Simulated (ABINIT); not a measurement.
Planning a run of ABINIT 10.8.3 on LiF (Griceite). The input:

```
acell 3*1.0 Angstrom
rprim 
  0.000000000000 2.014000000000 2.014000000000
  2.014000000000 0.000000000000 2.014000000000
  2.014000000000 2.014000000000 -0.000000000000
ntypat 2
znucl 3 9
natom 2
typat 1 2
xred 
  0.000000000000 0.000000000000 0.000000000000
  0.500000000000 0.500000000000 0.500000000000
pp_dirpath "pseudos"
pseudos "Li.upf, F.upf"
ecut 36
ngkpt 6 6 6
nshiftk 1
shiftk 0 0 0
kptopt 1
chksymbreak 0
istwfk *1
occopt 1
irdwfk 1
optdriver 4
nband 24
gwcalctyp 10
ecutsigx 36
symsigma 1
nkptgw 16
kptgw 
  0.0000000000 0.0000000000 0.0000000000
  0.1666666667 0.0000000000 0.0000000000
  0.3333333333 0.0000000000 0.0000000000
  0.5000000000 0.0000000000 0.0000000000
  0.1666666667 0.1666666667 0.0000000000
  0.3333333333 0.1666666667 0.0000000000
  0.5000000000 0.1666666667 0.0000000000
  -0.3333333333 0.1666666667 0.0000000000
  -0.1666666667 0.1666666667 0.0000000000
  0.3333333333 0.3333333333 0.0000000000
  0.5000000000 0.3333333333 0.0000000000
  -0.3333333333 0.3333333333 0.0000000000
  0.5000000000 0.5000000000 0.0000000000
  0.5000000000 0.3333333333 0.1666666667
  -0.3333333333 0.3333333333 0.1666666667
  -0.3333333333 0.5000000000 0.1666666667
bdgw 
  1 12
  1 12
  1 12
  1 12
  1 12
  1 12
  1 12
  1 12
  1 12
  1 12
  1 12
  1 12
  1 12
  1 12
  1 12
  1 12
ecuteps 4.8
irdscr 1
ppmodel 1
irdqps 1
indata_prefix "in"
outdata_prefix "out"
tmpdata_prefix "tmp"
```

```sh
OMP_NUM_THREADS=1 mpirun -n 4 abinit run.abi > log
```

Q: How long will it take on 4 MPI ranks of Arm Neoverse V2, shared host, and how much memory?

It took 23 s; on shared hardware allow 11 s to 46 s. Peak host memory was 0.73 GiB.

[Paths, hosts, dates, memory and timing lines, banners, echoed tables and standing remarks are left out of the program output.]

[Logs are printed without paths, hosts, clocks, repeated set-up lines and the standing remarks that a program may print on its own settings, such as how far it seeks lower states.]

[Runs of the session that timed out or met a known fault of the program may be left out.]

[Hosts, paths, dates, database ids (printed as entryN), source tags and the programs' standing remarks are cut or masked in the printed files.]

[G0W0 gaps are taken among the corrected bands and points alone; a level outside them can change the order at an edge.]

[Where Ansatz stands beside ABINIT at settings called matched, ABINIT's density can come from a denser mesh and the files from another edition; pairs whose starting gaps differed by over 0.03 eV were left out, so agreement reads better than it is.]
